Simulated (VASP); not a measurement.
From VASP inputs to Ansatz: MgS (zincblende)

INCAR

```
ISMEAR = -1
IBRION = -1
ENCUT = 520
LCHARG = .FALSE.
LASPH = .TRUE.
ISIF = 2
PREC = Accurate
EDIFF = 1E-7
SIGMA = 0.02
NBANDS = 11
GGA = PE
NSW = 0
LWAVE = .FALSE.
NELM = 120
LREAL = .FALSE.
```

KPOINTS

```
KPOINTS created by Atomic Simulation Environment
0
Gamma
8 8 8
0 0 0
```

KPOINTS_OPT

```
special points
6
Reciprocal
0.0000000000 0.0000000000 0.0000000000 1
-0.5000000000 -0.5000000000 0.0000000000 1
-0.3750000000 -0.3750000000 0.2500000000 1
-0.3750000000 0.0000000000 0.3750000000 1
0.0000000000 0.0000000000 0.5000000000 1
-0.5000000000 -0.2500000000 0.2500000000 1
```

POSCAR

```
Mg S
 1.0000000000000000
     0.0000000000000000    2.8308768411016469    2.8308768411016469
     2.8308768411016469    0.0000000000000000    2.8308768411016469
     2.8308768411016469    2.8308768411016469    0.0000000000000000
 Mg  S
   1   1
Cartesian
  0.0000000000000000  0.0000000000000000  0.0000000000000000
  1.4154384205508233  1.4154384205508233  1.4154384205508233
```

VASP ran with the recommended PBE PAW datasets (8 valence electrons in the cell).

Problem. Write an Ansatz input for this cell and level of theory.

Solution. 

```yaml
crystal:
  lattice:
    - [0.0, 2.8308768411, 2.8308768411]
    - [2.8308768411, 0.0, 2.8308768411]
    - [2.8308768411, 2.8308768411, 0.0]
  atoms:
    - { symbol: Mg, position: [0.0, 0.0, 0.0] }
    - { symbol: S, position: [0.25, 0.25, 0.25] }
kpoints:
  mp_grid: { grid: [8, 8, 8] }
  band_path:
    path:
      - [0.0, 0.0, 0.0]
      - [-0.5, -0.5, 0.0]
      - [-0.375, -0.375, 0.25]
      - [-0.375, 0.0, 0.375]
      - [0.0, 0.0, 0.5]
      - [-0.5, -0.25, 0.25]
    npoints: 1
hamiltonian:
  xc: pbe
scf:
  occupations: { method: fermi_dirac, width: 0.02 }
  n_extra_bands: 4
output:
  forces: true
  stress: true
  eigenvalues: true
```

Other inputs would serve too.

```json
{"": "gap between bands v and c", "VASP": "3.46 eV", "Ansatz": "3.47 eV"}
{"": "least direct gap", "VASP": "3.46 eV", "Ansatz": "3.47 eV"}
{"": "pressure", "VASP": "0.9 GPa", "Ansatz": "1.1 GPa"}
```

The two codes use different PAW datasets and cutoffs. VASP's cell holds 8 valence electrons and Ansatz's 16. Ansatz's stress includes a Pulay correction; VASP's doesn't.
